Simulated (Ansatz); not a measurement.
Te (sc type), DFT, LDA, all-electron PAW with datasets made for the crystal, scalar-relativistic (Ansatz 0.2.0), on 1 thread of Arm Neoverse V1 (shared host).

Command: `ansatz run input.yaml --threads 1 --pin off --max-ram 2048MiB --backend cpu --events-out ev --progress --plain --runs-dir out`

```yaml
crystal:
  lattice:
    - [2.4020440411, 0.0, 0.0]
    - [0.0, 2.4020440411, 0.0]
    - [0.0, 0.0, 2.4020440411]
  atoms:
    - { symbol: Te, position: [0.0, 0.0, 0.0] }
kpoints:
  mp_grid: { grid: [12, 12, 12] }
scf:
  occupations: { method: fermi_dirac, width: 0.1 }
hamiltonian:
  xc: lda
  pseudopotentials: { kind: all_electron, datasets: crystal }
output:
  forces: true
  stress: true
  eigenvalues: true
```

**Question.** How large is the problem that the program sets up?

**Answer.** 84 irreducible k-points, 171 plane waves at Γ, 7 bands.

**Question.** About how long does it take?

**Answer.** 6 s of wall time for 7 SCF iterations. Times on shared machines scatter by tens of per cent.
